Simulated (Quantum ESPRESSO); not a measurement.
## CuO under changes of volume

One of the cells (12.605 Å³/atom); the others are scaled copies at fixed shape and fractional positions:

```
CELL_PARAMETERS angstrom
3.28802 0.00000 0.00000
-1.64401 2.84751 0.00000
0.00000 0.00000 5.38502
ATOMIC_POSITIONS crystal
Cu 0.66667 0.33333 0.00000
Cu 0.33333 0.66667 0.50000
O 0.66667 0.33333 0.62520
O 0.33333 0.66667 0.12520
```

Measurements of this composition are mostly on another form, of space group No. 15.

* Program: Quantum ESPRESSO 7.5
* Functional: PBE
* Potentials or basis: SSSP 1.3 efficiency PBE
* Cutoff: 748 eV
* Density cutoff: 5987 eV
* k mesh: 9 × 9 × 5
* Occupations: fermi-dirac, width 0.05 eV
* Spin: no spin polarisation

```csv
volume (Å³/atom),energy over the lowest point (meV/atom),pressure (GPa),largest force (eV/Å)
11.848,0.00,-2.7,0.101
12.100,5.85,-5.2,0.091
12.352,15.40,-7.5,0.082
12.605,28.28,-9.4,0.074
12.857,?,?,?
13.109,62.35,-12.7,0.059
13.361,82.93,-14.0,0.053
```

Problem. What does the run at 12.857 Å³/atom give?

Solution. Energy over the lowest point 44.03 meV/atom; pressure -11.1 GPa; largest force 0.066 eV/Å.

Worked out: A Birch-Murnaghan fit of order 3 (a polynomial in V^(-2/3)) to the other rows has its minimum at 11.63 Å³/atom, just outside them, with B0 = V·E''(V) = 136 GPa and B' = 4.6 at fixed shape and positions, which overstates the stiffness. It gives 44.03 meV/atom at 12.857 Å³/atom, against the run's 44.03, and -dE/dV = -10.9 GPa, against -11.1.

Energies are extrapolated to zero smearing.

Caveats: the run has no spin polarisation, though such a crystal can be magnetic.
